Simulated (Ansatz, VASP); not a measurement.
# BeTe: VASP beside Ansatz

File INCAR:

```
SYSTEM = BeTe
ALGO = Fast
EDIFF = 1E-6
ENCUT = 520
GGA = PE
ISIF = 2
ISMEAR = -1
LASPH = .TRUE.
LCHARG = .FALSE.
LREAL = .FALSE.
LWAVE = .FALSE.
NBANDS = 11
NELM = 100
PREC = Accurate
SIGMA = 0.05
```

KPOINTS

```
k-points
0
G
  11 11 11
  0 0 0
```

The input POSCAR:

```
BeTe
1.0
    0.0000000000      2.7293621006      2.8531000000
    2.7293621006      0.0000000000      2.8531000000
    2.7293621006      2.7293621006      0.0000000000
Be Te
1 1
Direct
    0.0000000000      0.0000000000      0.0000000000
    0.7500000000      0.7500000000      0.7500000000
```

Input for Ansatz:

```yaml
crystal:
  lattice:
    - [0.0, 2.7293621006, 2.8531]
    - [2.7293621006, 0.0, 2.8531]
    - [2.7293621006, 2.7293621006, 0.0]
  atoms:
    - { symbol: Be, position: [0.0, 0.0, 0.0] }
    - { symbol: Te, position: [0.75, 0.75, 0.75] }
kpoints:
  mp_grid: { grid: [11, 11, 11] }
scf:
  occupations: { method: fermi_dirac, width: 0.05 }
hamiltonian:
  xc: pbe
  pseudopotentials: { kind: all_electron, lapw: { basis_error: 0.0005 } }
output:
  forces: true
  stress: true
  eigenvalues: true
```

Change from the starting cell: z stretched by +3 % at fixed volume.

Alike in both runs: task single point; functional PBE; k mesh 11 × 11 × 11; occupations fermi-dirac, width 0.05 eV; no spin polarisation.

|  | VASP | Ansatz |
| --- | --- | --- |
| version | VASP 6.6.1 | Ansatz 0.2.0 |
| potentials or method | VASP PAW PBE potentials, release 64 (Be, Te) | all-electron LAPW, scalar-relativistic |
| plane-wave cutoff (eV) | 520 | see its input |

VASP gave:

```
pressure (GPa)                                  : 4.4
largest component of the traceless stress (GPa) : 2.01
```

Task: Which values does Ansatz return?

Result: Pressure (GPa): 4.3; largest component of the traceless stress (GPa): 2.02.

Ansatz ran all-electron here, so the differences hold the error of VASP's frozen core and of both bases.

Caveats: spin-orbit coupling is left out, which moves the levels of the heavy elements; an odd mesh through Γ misses points on the zone boundary, where band edges often lie.
